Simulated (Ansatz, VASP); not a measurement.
**CdTe in two plane-wave programs**

Aim: how closely do two programs agree when they are given the same cell, functional and k mesh? The cell is taken from a series of VASP runs on this material, whose earlier steps may have relaxed, scaled or displaced it; both programs get it as it stands.

Main program and level: Ansatz 0.2.0; plane waves, with VASP 6.6.1 beside it; band structure at LDA, spin-orbit coupling and single point at LDA, spin-orbit coupling.

### 1. The starting structure

Symmetry: F-43m, No. 216, cubic system. Conventional cell: a = 6.410 Å, b = 6.410 Å, c = 6.410 Å, α = 90.00°, β = 90.00°, γ = 90.00°. Nearest to Cd lie 4 Te at 2.78 Å. Nearest to Te lie 4 Cd at 2.78 Å. Farther neighbours and most contacts between anions are not listed.

As a file:

```xyz
2
Lattice="0.0000 3.2050 3.2050 3.2050 0.0000 3.2050 3.2050 3.2050 0.0000" Properties=species:S:1:pos:R:3 pbc="T T T"
Cd    0.0000    0.0000    0.0000
Te    1.6025    1.6025    1.6025
```

### 2. VASP: band structure, LDA, spin-orbit coupling

The same path points are solved in both programs, so levels can be compared one by one.

Lines of VASP's logs that name or quote its potential files are left out, and so is its time.

INCAR

```
SYSTEM = CdTe
PREC = Accurate
ENCUT = 400
EDIFF = 1E-06
NELM = 100
ISMEAR = 0
SIGMA = 0.02
LREAL = .FALSE.
ALGO = Normal
GGA = CA
LNONCOLLINEAR = .TRUE.
MAGMOM = 0 0 0 0 0 0
NBANDS = 30
GGA_COMPAT = .FALSE.
LASPH = .TRUE.
LSORBIT = .TRUE.
LORBIT = 11
LWAVE = .FALSE.
LCHARG = .FALSE.
KPAR = 4
ISIF = 2
```

POSCAR

```
CdTe
1.0
    0.0000000000      3.2050000000      3.2050000000
    3.2050000000      0.0000000000      3.2050000000
    3.2050000000      3.2050000000      0.0000000000
Cd Te
1 1
Direct
    0.0000000000      0.0000000000      0.0000000000
    0.2500000000      0.2500000000      0.2500000000
```

KPOINTS

```
Automatic mesh
0
Gamma
8 8 8
0 0 0
```

KPOINTS_OPT

```
Line mode
16
Line-mode
Reciprocal
  0.00000000   0.00000000   0.00000000 GAMMA
  0.50000000   0.00000000   0.50000000 X

  0.50000000   0.00000000   0.50000000 X
  0.50000000   0.25000000   0.75000000 W

  0.50000000   0.25000000   0.75000000 W
  0.37500000   0.37500000   0.75000000 K

  0.37500000   0.37500000   0.75000000 K
  0.00000000   0.00000000   0.00000000 GAMMA

  0.00000000   0.00000000   0.00000000 GAMMA
  0.50000000   0.50000000   0.50000000 L

  0.50000000   0.50000000   0.50000000 L
  0.62500000   0.25000000   0.62500000 U

  0.62500000   0.25000000   0.62500000 U
  0.50000000   0.25000000   0.75000000 W

  0.50000000   0.25000000   0.75000000 W
  0.50000000   0.50000000   0.50000000 L

  0.50000000   0.50000000   0.50000000 L
  0.37500000   0.37500000   0.75000000 K

  0.62500000   0.25000000   0.62500000 U
  0.50000000   0.00000000   0.50000000 X
```

PAW data sets: Cd and Te (LDA family, release 64).

Run with:

```
$ mpirun -np 4 vasp_ncl
```

Numbers of over 12 decimals in the logs are rounded to 6 here.

Log:

```text
[banner, memory and clock lines left out]
running    4 mpi-ranks, on    1 nodes
 distrk:  each k-point on    1 cores,    4 groups
 distr:  one band on    1 cores,    1 groups

 POSCAR found type information on POSCAR CdTe
 POSCAR found :  2 types and       2 ions
 LDA part: xc-table for (Slater(with rela. corr.)+CA(PZ))
 , standard interpolation
 POSCAR, INCAR and KPOINTS ok, starting setup
 FFT: planning ... GRIDC
 FFT: planning ... GRID_SOFT
 FFT: planning ... GRID
 WAVECAR not read
 entering main loop
       N       E                     dE             d eps       ncg     rms          rms(c)
DAV:   1     0.982607919278E+02    0.98261E+02   -0.69946E+03  2604   0.850E+02
DAV:   2    -0.181346504110E+01   -0.10007E+03   -0.96415E+02  2896   0.245E+02
DAV:   3    -0.636977230085E+01   -0.45563E+01   -0.45320E+01  3058   0.536E+01
DAV:   4    -0.642649626057E+01   -0.56724E-01   -0.56713E-01  3222   0.524E+00
DAV:   5    -0.642714194183E+01   -0.64568E-03   -0.64568E-03  3018   0.547E-01    0.672E+00
DAV:   6    -0.620463921793E+01    0.22250E+00   -0.35724E-01  2826   0.838E+00    0.512E+00
DAV:   7    -0.618471387495E+01    0.19925E-01   -0.11566E-01  2880   0.227E+00    0.252E+00
DAV:   8    -0.618246935887E+01    0.22445E-02   -0.81354E-03  2934   0.963E-01    0.968E-01
DAV:   9    -0.618193281003E+01    0.53655E-03   -0.46796E-04  2868   0.210E-01    0.305E-01
DAV:  10    -0.618185640885E+01    0.76401E-04   -0.35696E-04  2856   0.170E-01    0.531E-02
DAV:  11    -0.618185685101E+01   -0.44216E-06   -0.19575E-05  2984   0.575E-02    0.230E-02
DAV:  12    -0.618185861363E+01   -0.17626E-05   -0.54814E-06  3050   0.191E-02    0.132E-02
DAV:  13    -0.618185844353E+01    0.17010E-06   -0.43202E-07  1602   0.822E-03
   1 F= -.61818584E+01 E0= -.61818584E+01  d E =-.128499E-12  mag=    -0.0000     0.0000    -0.0000
 Start KPOINTS_OPT (optional k-point list driver)
k-point batch [1-43\160]
       N       E                     dE             ncg
DAV:   1     0.121872743818E+04   -0.15671E+05     2628
DAV:   2    -0.298599964351E+04   -0.42047E+04     2882
DAV:   3    -0.316764266834E+04   -0.18164E+03     3118
DAV:   4    -0.316987572170E+04   -0.22331E+01     3312
DAV:   5    -0.316989670901E+04   -0.20987E-01     3052
DAV:   6    -0.316989724773E+04   -0.53872E-03     3342
DAV:   7    -0.316989726093E+04   -0.13195E-04     2798
DAV:   8    -0.316989726133E+04   -0.40901E-06     2132
[...]
k-point batch [130-160\160]
       N       E                     dE             ncg
DAV:   1     0.598339860186E+04   -0.13661E+05     1868
DAV:   2     0.290939767107E+04   -0.30740E+04     2122
DAV:   3     0.277527042825E+04   -0.13413E+03     2252
DAV:   4     0.277374311532E+04   -0.15273E+01     2352
DAV:   5     0.277372974694E+04   -0.13368E-01     2184
DAV:   6     0.277372942971E+04   -0.31723E-03     2368
DAV:   7     0.277372942184E+04   -0.78673E-05     1944
DAV:   8     0.277372942161E+04   -0.23146E-06     1460
```

OUTCAR, selected parts (step 2):

```text
ion  position               nearest neighbor table
   1  0.000  0.000  0.000-   2 2.78   2 2.78   2 2.78   2 2.78
   2  0.250  0.250  0.250-   1 2.78   1 2.78   1 2.78   1 2.78

  LATTYP: Found a face centered cubic cell.
 ALAT       =     6.4100000000

 Subroutine GETGRP returns: Found 24 space group operations
 (whereof 24 operations were pure point group operations)

The static configuration has the point symmetry T_d .

 Found     43 irreducible k-points:

   k-points           NKPTS =     43   k-points in BZ     NKDIM =     43   number of bands    NBANDS=     30

   dimension x,y,z NGX =    30 NGY =   30 NGZ =   30
   dimension x,y,z NGXF=    60 NGYF=   60 NGZF=   60

   ENCUT  =  400.0 eV  29.40 Ry    5.42 a.u.   7.39  7.39  7.39*2*pi/ulx,y,z

   NELECT =      18.0000    total number of electrons

 k-points in reciprocal lattice and weights: Automatic mesh
   0.00000000  0.00000000  0.00000000       0.002
   0.12500000  0.00000000  0.00000000       0.008
  -0.12500000  0.00000000  0.00000000       0.008
   0.25000000  0.00000000  0.00000000       0.008
  -0.25000000  0.00000000  0.00000000       0.008
   0.37500000  0.00000000  0.00000000       0.008
  -0.37500000  0.00000000  0.00000000       0.008
   0.50000000  0.00000000  0.00000000       0.008
   0.12500000  0.12500000  0.00000000       0.012
[...]
-0.37500000  0.50000000  0.12500000       0.023
  -0.25000000  0.50000000  0.25000000       0.012

 average (electrostatic) potential at core
       1 -39.6357       2 -92.0406

 E-fermi :   2.8376

 k-point     1 :       0.0000    0.0000    0.0000
  band No.  band energies     occupation
    ...
     14       1.8849      1.00000
     15       2.7489      1.00000
     16       2.7489      1.00000
     17       2.7489      1.00000
     18       2.7489      1.00000
     19       3.1221      0.00000
     20       3.1221      0.00000
     21       6.7081      0.00000
     22       6.7081      0.00000
     23       7.0521      0.00000
    ...

 k-point     2 :       0.1250    0.0000    0.0000
  band No.  band energies     occupation
    ...
     14       1.0645      1.00000
     15       2.0866      1.00000
     16       2.0866      1.00000
     17       2.5838      1.00000
     18       2.5996      1.00000
     19       4.0643      0.00000
     20       4.0643      0.00000
     21       6.8784      0.00000
     22       6.8784      0.00000
     23       7.0948      0.00000
    ...

 k-point     3 :      -0.1250    0.0000    0.0000
  band No.  band energies     occupation
    ...
     14       1.0645      1.00000
     15       2.0866      1.00000
     16       2.0866      1.00000
     17       2.5838      1.00000
     18       2.5996      1.00000
     19       4.0643      0.00000
     20       4.0643      0.00000
     21       6.8784      0.00000
     22       6.8784      0.00000
     23       7.0948      0.00000
    ...

  Total       -0.0132507     -0.0132507     -0.0132507     -0.0000000      0.0000000     -0.0000000
  in kB       -0.3224294     -0.3224294     -0.3224294     -0.0000000      0.0000000     -0.0000000
  external PRESSURE =      -0.3224294 kB  Pullay stress =       0.0000000 kB

  energy-cutoff  :      400.00
  volume of cell :       65.84
      direct lattice vectors                 reciprocal lattice vectors
     0.000000000  3.205000000  3.205000000    -0.156006240  0.156006240  0.156006240
     3.205000000  0.000000000  3.205000000     0.156006240 -0.156006240  0.156006240
     3.205000000  3.205000000  0.000000000     0.156006240  0.156006240 -0.156006240

 POSITION                                       TOTAL-FORCE (eV/Angst)
 -----------------------------------------------------------------------------------
      0.00000      0.00000      0.00000        -0.000000     -0.000000     -0.000000
      1.60250      1.60250      1.60250         0.000000      0.000000      0.000000
 -----------------------------------------------------------------------------------
    total drift:                                0.000000      0.000000      0.000000

  FREE ENERGIE OF THE ION-ELECTRON SYSTEM (eV)
  ---------------------------------------------------
  free  energy   TOTEN  =        -6.1818584435 eV

  energy  without entropy=       -6.1818584435  energy(sigma->0) =       -6.18185844

 Spin-Orbit-Coupling matrix elements
 Ion:    1  E_soc:     -0.0650506
 Ion:    2  E_soc:     -0.2035146

 total charge
# of ion       s       p       d       tot
------------------------------------------
    1        0.491   0.341   9.517  10.349
    2        1.357   2.064   0.025   3.446
--------------------------------------------------
tot          1.848   2.405   9.542  13.795

 magnetization (x)
# of ion       s       p       d       tot
------------------------------------------
    1       -0.000   0.000   0.000   0.000
    2        0.000  -0.000   0.000  -0.000
--------------------------------------------------
tot         -0.000   0.000   0.000  -0.000

 magnetization (y)
# of ion       s       p       d       tot
------------------------------------------
    1        0.000   0.000   0.000   0.000
    2        0.000  -0.000   0.000  -0.000
--------------------------------------------------
tot          0.000  -0.000   0.000   0.000

 magnetization (z)
# of ion       s       p       d       tot
------------------------------------------
    1        0.000  -0.000   0.000   0.000
    2       -0.000   0.000   0.000  -0.000
--------------------------------------------------
tot          0.000  -0.000   0.000   0.000

[... 3 further parts left out ...]
```

The run ends at a pressure of -0.03 GPa.

### 3. Ansatz: band structure, LDA, spin-orbit coupling

Ansatz runs on its fully relativistic PAW (standard-fr) files.

The same cell, functional (in two slightly different forms), mesh and smearing now go to Ansatz, which takes its cutoff from its data sets.

input.yaml

```yaml
crystal:
  lattice:
    - [0.0, 3.205, 3.205]
    - [3.205, 0.0, 3.205]
    - [3.205, 3.205, 0.0]
  atoms:
    - { symbol: Cd, position: [0.0, 0.0, 0.0] }
    - { symbol: Te, position: [0.25, 0.25, 0.25] }
hamiltonian:
  xc: lda
  pseudopotentials: { kind: paw_fr }
magnetization:
  noncollinear: true
  spin_orbit: true
kpoints:
  mp_grid: { grid: [8, 8, 8] }
  band_path:
    path:
      - [0.0, 0.0, 0.0]
      - [0.16667, 0.0, 0.16667]
      - [0.33333, 0.0, 0.33333]
      - [0.5, 0.0, 0.5]
      - [0.5, 0.08333, 0.58333]
      - [0.5, 0.18333, 0.68333]
      - [0.5, 0.25, 0.75]
      - [0.45, 0.3, 0.75]
      - [0.40833, 0.34167, 0.75]
      - [0.35, 0.35, 0.7]
      - [0.225, 0.225, 0.45]
      - [0.075, 0.075, 0.15]
      - [0.03333, 0.03333, 0.03333]
      - [0.23333, 0.23333, 0.23333]
      - [0.4, 0.4, 0.4]
      - [0.51667, 0.46667, 0.51667]
      - [0.55833, 0.38333, 0.55833]
      - [0.60833, 0.28333, 0.60833]
      - [0.60833, 0.25, 0.64167]
      - [0.55833, 0.25, 0.69167]
      - [0.51667, 0.25, 0.73333]
      - [0.5, 0.3, 0.7]
      - [0.5, 0.38333, 0.61667]
      - [0.5, 0.48333, 0.51667]
      - [0.475, 0.475, 0.55]
      - [0.425, 0.425, 0.65]
      - [0.38333, 0.38333, 0.73333]
      - [0.59167, 0.18333, 0.59167]
      - [0.55, 0.1, 0.55]
      - [0.5, 0.0, 0.5]
    npoints: 1
scf:
  occupations: { method: gaussian, width: 0.02 }
  n_extra_bands: 14
output:
  forces: true
  stress: true
  eigenvalues: true
  write_density: true
  write_potential: true
  elf: true
  volumetric_format: npy
```

Run with:

```
$ ansatz run input.yaml --threads 2 --pin off --max-ram 4608MiB --backend cpu --events-out ev --progress --plain --runs-dir out
```

Log:

```text
scf.n_extra_bands = 14 over 36 filled bands (N_el = 36.0): the run solves 50 bands
Engine: ansatz 0.2.0, x86_64-unknown-linux-gnu
Pseudopotentials: kind: paw_fr
Pseudopotential: Cd, paw_fr, valence charge 20, recommended cutoff 420 eV (normal), Cd.paw.azcp#standard-fr
Pseudopotential: Te, paw_fr, valence charge 16, recommended cutoff 420 eV (normal), Te.paw.azcp#standard-fr
Functional definition: SPW92
  exchange = slater_x
  correlation = pw_c
non-collinear run that drives no moment, with spin-orbit: no starting moment large enough to seed its density (crystal.atoms[].spin), no starting occupations that ask for one, no magnetisation constraint and no magnetic field, so the semilocal B_xc is pinned to zero
Crystal: 2 atoms, lattice volume = 65.844 Å³
Basis set: ecut = 420 eV, 1243 PW (Γ)
Bands: 50, of which v1, the nominal top of the filled ones, is band 36 counted from 1 (35 counted from 0)
Symmetry: 24 space group operations + 24 with time reversal
Magnetic group: BNS 216.75 (UNI 1577), of the structure as read, at distance tolerance 4.0e-5 Å
k-points: 29 of 512 (time reversal used)
Projection manifold: j_resolved (fully-relativistic pseudo-atomic orbitals)
Non-local potential: Cd, projectors of the file, l = 0: 3, l = 1: 4, l = 2: 4, l = 3: 2
Non-local potential: Te, projectors of the file, l = 0: 2, l = 1: 4, l = 2: 4, l = 3: 4
PAW form: soft (Blöchl's): semilocal exchange-correlation on the pseudo side does not see the compensation charge
PAW frozen core: Cd, regenerated for the run's functional, and the local potential with it (the file was generated under x = pbe(κ = 0.804, μ = 0.219515), c = pbe(β = 0.066725))
PAW frozen core: Te, regenerated for the run's functional, and the local potential with it (the file was generated under x = pbe(κ = 0.804, μ = 0.219515), c = pbe(β = 0.066725))
PAW one-centre angular grid: Cd, 590 points (default); XC on 64 Gauss nodes
PAW one-centre angular grid: Te, 590 points (default); XC on 64 Gauss nodes
Initial density: superposition of atomic densities (chi_scale 0.1, normalization cell, long waves kept (reshape's long-wave potential 0.00 eV rms))
Initial wavefunctions: pseudopotential atomic-orbital guess
Functional: x = slater, c = lda
SCF iter   1: F=—  HF=-14951.092958 eV  |F-HF|=—  |Δ(HF+E_count)|=         —  Δρ=2.07e-2  dr2=2.02e-1  dr2_m=0.00e0 (ungated)  ethr=3.10e-3  |M|=0.00e0 ∫|m|=0.00e0 μB  |m|>n=0.0e0 m-floor=0.0e0 τ_xc=0.0e0  β_m=0.30  ⟨swp⟩=8.6  Hψ=7676  notcnv=0  defer=55
preconditioner: auto → none  [insulator: Δε(μ)=0.354 eV  Ē_g=13.605 eV  σ=0.020 eV  W_gap=1.00  n_scr=14 (ndim 8)  ℏωp=19.4 eV  f_vac=0.142  D(μ)=0.00/eV (n_scr^D=0)  ε∞_Penn≈3.0]
SCF iter   2: F=—  HF=-14951.039447 eV  |F-HF|=—  |Δ(HF+E_count)|=   5.35e-2  Δρ=1.21e-2  dr2=7.10e-2  dr2_m=0.00e0 (ungated)  ethr=5.62e-4  |M|=0.00e0 ∫|m|=0.00e0 μB  |m|>n=0.0e0 m-floor=0.0e0 τ_xc=0.0e0  β_m=0.48  ⟨swp⟩=2.8  Hψ=2500  notcnv=0  defer=224
SCF iter   3: F=—  HF=-14951.018251 eV  |F-HF|=—  |Δ(HF+E_count)|=   2.12e-2  Δρ=3.17e-3  dr2=4.14e-3  dr2_m=0.00e0 (ungated)  ethr=1.97e-4  |M|=0.00e0 ∫|m|=0.00e0 μB  |m|>n=0.0e0 m-floor=0.0e0 τ_xc=0.0e0  β_m=0.49  ⟨swp⟩=2.0  Hψ=2220  notcnv=0  defer=224
SCF iter   4: F=—  HF=-14951.017140 eV  |F-HF|=—  |Δ(HF+E_count)|=   1.11e-3  Δρ=5.71e-4  dr2=8.53e-5  dr2_m=0.00e0 (ungated)  ethr=1.15e-5  |M|=0.00e0 ∫|m|=0.00e0 μB  |m|>n=0.0e0 m-floor=0.0e0 τ_xc=0.0e0  β_m=0.55  ⟨swp⟩=2.0  Hψ=1911  notcnv=0  defer=224
SCF iter   5: F=—  HF=-14951.017134 eV  |F-HF|=—  |Δ(HF+E_count)|=   5.97e-6  Δρ=1.44e-4  dr2=6.47e-6  dr2_m=0.00e0 (ungated)  ethr=2.37e-7  |M|=0.00e0 ∫|m|=0.00e0 μB  |m|>n=0.0e0 m-floor=0.0e0 τ_xc=0.0e0  β_m=0.69  ⟨swp⟩=2.0  Hψ=2034  notcnv=0  defer=224
SCF iter   6: F=—  HF=-14951.017135 eV  |F-HF|=—  |Δ(HF+E_count)|=   1.40e-6  Δρ=3.57e-5  dr2=1.69e-6  dr2_m=0.00e0 (ungated)  ethr=1.80e-8  |M|=0.00e0 ∫|m|=0.00e0 μB  |m|>n=0.0e0 m-floor=0.0e0 τ_xc=0.0e0  β_m=0.58  ⟨swp⟩=2.1  Hψ=1778  notcnv=0  defer=224
SCF iter   7: F=-14951.017134 eV  HF=-14951.017134 eV  |F-HF|=1.38e-8  |Δ(HF+E_count)|=   6.11e-7  Δρ=9.06e-6  dr2=3.49e-8  dr2_m=0.00e0 (ungated)  ethr=2.78e-10  |M|=0.00e0 ∫|m|=0.00e0 μB  |m|>n=0.0e0 m-floor=0.0e0 τ_xc=0.0e0  ⟨swp⟩=13.8  Hψ=10872  notcnv=0
SCF 1 converged in 7 iterations: F = -14951.017134 eV  dr2 = 3.49e-8
  greatest PAW one-centre occupation: 1.000 electrons in one spin orbital (limit 2), on the Cd atom at site 0 (counted from 0), in its partial waves of l = 0
NSCF: frozen V_eff on 30 k-points
SCF converged after 7 iterations
Magnetization: |M| = 0.0000 μB,  M = (+0.0000, +0.0000, +0.0000) μB
Absolute magnetization: 0.0000 μB (∫|m|)
  site 0: m = (+0.0000, +0.0000, +0.0000) μB, |m| = 0.0000 μB  (R = 1.14 Å)
  site 1: m = (+0.0000, +0.0000, +0.0000) μB, |m| = 0.0000 μB  (R = 1.14 Å)
Free energy (F): -14951.017134 eV
Harris-Foulkes:  -14951.017134 eV  (|F-HF|=1.38e-8)
Internal energy: -14951.017134 eV  (E = F + TS)
E sigma→0 (E₀):  -14951.017134 eV
Fermi energy:    8.071669 eV
--- Per-component energies (eV) ---
  E_band       = -786.535814
  E_kinetic    = 687.960856
  E_local      = -5358.321483  (includes V_loc(G=0)·N_el)
  E_nonlocal   = -265.322517
  E_hartree    = 2699.743065
  E_xc         = -299.776011
  E_vxc        = -326.753303  (∫ρ·V_xc dr)
  E_paw        = -8462.012307  (= ΣΔE_a)
  E_vpaw       = -923.585812  (= ΣTr[D̂ρ^β])
  E_aug_tail   = -0.000224  (compensation charges beyond the density's cutoff)
  E_ewald      = -3954.745301
  E_core_change = 1.456786  (= ΣΔE_core)
  E_smearing   = -0.000000  (= −TS)
  E_closure    = 0.000000  (closes the sum)
  Σ components = -14951.017134   (vs F -14951.017134, Δ=0.00e0)
--- Forces (eV/Å), atoms counted from 1 ---
  atom   1  Cd     0.00000000    -0.00000000     0.00000000
  atom   2  Te    -0.00000000     0.00000000     0.00000000
  max |Σ_I F_I| component: 1.26e-16 eV/Å
--- Stress (GPa, compression-positive) ---
       -0.011941       0.000000      -0.000000
       -0.000000      -0.011941       0.000000
       -0.000000       0.000000      -0.011941
  P = ⅓ Tr σ = -0.0119 GPa (-0.119 kbar)
--- Band table (eV; the first three rows and the last of 29) ---
  k-point 0: bands = [... 32 lower, 7.9053, 7.9053, 7.9053, 7.9053, 8.2372, 8.2372, 11.8785, 11.8785, ... 10 higher]
  k-point 1: bands = [... 32 lower, 7.2255, 7.2255, 7.7411, 7.7571, 9.1896, 9.1896, 12.0432, 12.0432, ... 10 higher]
  k-point 2: bands = [... 32 lower, 6.8660, 6.8660, 7.4141, 7.4347, 9.4861, 9.4861, 12.5786, 12.5786, ... 10 higher]
  k-point 28: bands = [... 32 lower, 4.8211, 5.2834, 5.2940, 5.3089, 11.6264, 12.0644, 12.1651, 12.2369, ... 10 higher]
```

The job ended after 10 s (2 threads of Intel Xeon 6975P-C (Granite Rapids), shared host; peak memory 0.64 GiB; 19 s of CPU time).

(Part 1 of 2 ends here.)

[Lines on the potential files, build, host, timing and source positions are cut from VASP's logs without a mark.]

[Logs are printed without paths, hosts, clocks, repeated set-up lines and the standing remarks that a program may print on its own settings, such as how far it seeks lower states.]

[Hosts, paths, dates, database ids (printed as entryN), source tags and the programs' standing remarks are cut or masked in the printed files.]
